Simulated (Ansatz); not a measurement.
Crystal: Ca.

```
Ca
1.0
    -2.24000    2.24000    2.24000
     2.24000   -2.24000    2.24000
     2.24000    2.24000   -2.24000
Ca
1
Direct
  0.00000 0.00000 0.00000
```

This isn't the form of Ca at room conditions, which is fcc.

* Program: Ansatz 0.2.0
* Task: relaxation of cell and atoms
* Functional: BLYP
* Potentials or basis: Ansatz PAW
* Cutoff: 420 eV (not typed: the program's choice for these potentials)
* k mesh: 8 × 8 × 8
* Occupations: fermi-dirac, width 0.05 eV
* Spin: no spin polarisation

At the start: volume 44.96 Å³/atom.

Task: How do energy, volume and symmetry change on relaxing?

Result: It ends after 4 steps and the volume is 42.12 Å³/atom (-6.3 %); space group Im-3m (No. 229, to 0.05 Å).

Step by step:
| step | energy change (eV) | largest force (eV/Å) | volume (Å³) |
| --- | --- | --- | --- |
| 1 | 0.0000 | 0.0000 | 44.96 |
| 2 | -0.0043 | 0.0000 | 44.00 |
| 3 | -0.0075 | 0.0000 | 42.12 |
| 4 | -0.0075 | 0.0000 | 42.12 |

Final structure:
```yaml
crystal:
  lattice:
    - [-2.19193, 2.19193, 2.19193]
    - [2.19193, -2.19193, 2.19193]
    - [2.19193, 2.19193, -2.19193]
  atoms:
    - { symbol: Ca, position: [0.00000, 0.00000, 0.00000] }
```

Caveat: the plane-wave basis is chosen anew once the cell has moved, so the energies of steps on either side of that aren't comparable; the PAW data sets come from PBE, with cores solved anew for the run's functional, which leaves a small shift of forces and pressure.
